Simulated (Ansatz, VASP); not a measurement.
# Au: VASP beside Ansatz

```
Au
1.0
     2.88358    0.00000    0.00000
     0.00000    2.88358    0.00000
     0.00000    0.00000   27.23400
Au
7
Direct
  0.00000 0.00000 0.26453
  0.50000 0.50000 0.34236
  0.00000 0.00000 0.42113
  0.50000 0.50000 0.50000
  0.00000 0.00000 0.57887
  0.50000 0.50000 0.65764
  0.00000 0.00000 0.73547
```

Alike in both runs: functional PBE; k mesh 16 × 16 × 1; occupations gaussian, width 0.1 eV; no spin polarisation.

Ansatz relaxed the structure, and its values are those at the end. VASP's run is a single point on that final structure, the one shown.

```csv
,VASP,Ansatz
version,VASP 6.6.1,Ansatz 0.2.0
potentials or method,"VASP PAW PBE potentials, release 64 (Au)","scalar-relativistic, plane waves, PAW"
plane-wave cutoff (eV),520,420
valence electrons in the cell,77,133
```

VASP gave:

```
gap on the k mesh at the Fermi level (eV) : none
rms of the force components (eV/Å)        : 0.005
```

Task: What did Ansatz give for the same quantities?

Result: gap on the k mesh at the Fermi level (eV): none; rms of the force components (eV/Å): 0.004.

A gap of «none» marks a metal or a gap that the smearing closes. The two sets of potentials don't hold the same shells in valence. Ansatz warned: «gradients_without_spin_orbit».

The runs have no spin-orbit coupling, so splittings on Au are missing.
